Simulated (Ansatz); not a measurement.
The system is ZrB2.

```
Zr B
1.0
     3.17000    0.00000    0.00000
    -1.58500    2.74530    0.00000
     0.00000    0.00000    3.53300
Zr B
1 2
Direct
  0.00000 0.00000 0.00000
  0.66667 0.33333 0.50000
  0.33333 0.66667 0.50000
```

- Program: Ansatz 0.2.0
- Task: single point
- Functional: PBE
- Potentials or basis: all-electron LAPW, scalar-relativistic
- Cutoff: 281 eV (chosen from the basis error)
- Basis error allowed: 0.001 eV/atom
- k mesh: 10 × 10 × 8
- Occupations: fermi-dirac, width 0.05 eV
- Spin: no spin polarisation

On this cell: pressure 0.8 GPa; largest force under 0.003 eV/Å; band gap on the k mesh none (metal or under the smearing width).

The same run follows on a disturbed copy (atoms moved at random, drawn with an rms of 0.05 Å):

```
CELL_PARAMETERS angstrom
3.17000 0.00000 0.00000
-1.58500 2.74530 0.00000
0.00000 0.00000 3.53300
ATOMIC_POSITIONS crystal
Zr 0.00055 0.02110 0.99126
B 0.65467 0.33004 0.49578
B 0.34214 0.66506 0.51411
```

What changes?

The energy (extrapolated to zero smearing) moves by +28.4 meV/atom; pressure 1.8 GPa; largest force 1.246 eV/Å; band gap on the k mesh none (metal or under the smearing width).

Forces in eV/Å, atoms in the order of the input:
```
Zr   0.376 -0.836  0.692
B    0.530  0.397  0.043
B   -0.906  0.439 -0.735
```

Stress tensor (GPa, compression positive):
```
 1.63  0.59  0.44
 0.59  1.36 -0.71
 0.44 -0.71  2.50
```
